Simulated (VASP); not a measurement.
# C in VASP 6.6.1, single-point calculation

INCAR

```
ISIF = 2
EDIFF = 1E-7
ENCUT = 520
IBRION = -1
NBANDS = 11
ISMEAR = -1
LREAL = .FALSE.
LWAVE = .FALSE.
LASPH = .TRUE.
GGA = PE
PREC = Accurate
ALGO = Fast
SIGMA = 0.02
NSW = 0
LCHARG = .FALSE.
NELM = 100
```

KPOINTS

```
KPOINTS created by Atomic Simulation Environment
0
Gamma
10 10 10
0 0 0
```

POSCAR

```
C
 1.0000000000000000
     0.0234000000000000    1.7927999999999999    1.8003000000000000
     1.8047000000000000    0.0305000000000000    1.7932999999999999
     1.8012999999999999    1.7823000000000000    0.0339000000000000
 C
   2
Cartesian
  1.9105987199999999  3.4833661199999999  1.8442839599999998
  0.8870098900000000  0.8325943900000000  0.8966790699999999
```

The recommended PBE PAW datasets give the neutral cell 8 valence electrons.

Command

```
mpirun -np 1 vasp_std
```

Problem. Predict the outcome of this run.

Solution. It converged. Results: gap between bands v and c on the k mesh 2.01 eV; least direct gap on the k mesh 2.58 eV; pressure 7.0 GPa; largest force 3.84 eV/Å. Band v is the last that the valence electrons fill when counted band by band, and c is the next.

OSZICAR

```
N       E                     dE             d eps       ncg     rms          rms(c)
DAV:   1     0.226089385837E+00    0.22609E+00   -0.45897E+03 11572   0.695E+02
DAV:   2    -0.182404549633E+02   -0.18467E+02   -0.17759E+02 14403   0.123E+02
DAV:   3    -0.186010883127E+02   -0.36063E+00   -0.35965E+00 12926   0.131E+01
DAV:   4    -0.186016996725E+02   -0.61136E-03   -0.61135E-03 11903   0.662E-01
DAV:   5    -0.186017003742E+02   -0.70168E-06   -0.70148E-06 12665   0.213E-02    0.560E+00
RMM:   6    -0.181124876648E+02    0.48921E+00   -0.18088E-01 11091   0.295E+00    0.332E+00
RMM:   7    -0.179488080692E+02    0.16368E+00   -0.26508E-01 11259   0.379E+00    0.744E-01
RMM:   8    -0.179507611975E+02   -0.19531E-02   -0.86553E-03 11609   0.917E-01    0.556E-02
RMM:   9    -0.179508230853E+02   -0.61888E-04   -0.51534E-04 12453   0.226E-01    0.253E-02
RMM:  10    -0.179508298991E+02   -0.68138E-05   -0.49638E-05 12150   0.556E-02    0.226E-02
RMM:  11    -0.179508271682E+02    0.27309E-05   -0.62952E-06 12598   0.225E-02    0.120E-03
RMM:  12    -0.179508273467E+02   -0.17849E-06   -0.65772E-07 12585   0.821E-03    0.171E-03
RMM:  13    -0.179508273874E+02   -0.40641E-07   -0.23244E-08 10356   0.142E-03
   1 F= -.17950827E+02 E0= -.17950827E+02  d E =-.893550E-13
```

For comparison, a separate PBE run of the intended cell, on usual settings and not on those above, gives a gap of 2.01 eV on its mesh and a pressure of 7.0 GPa.
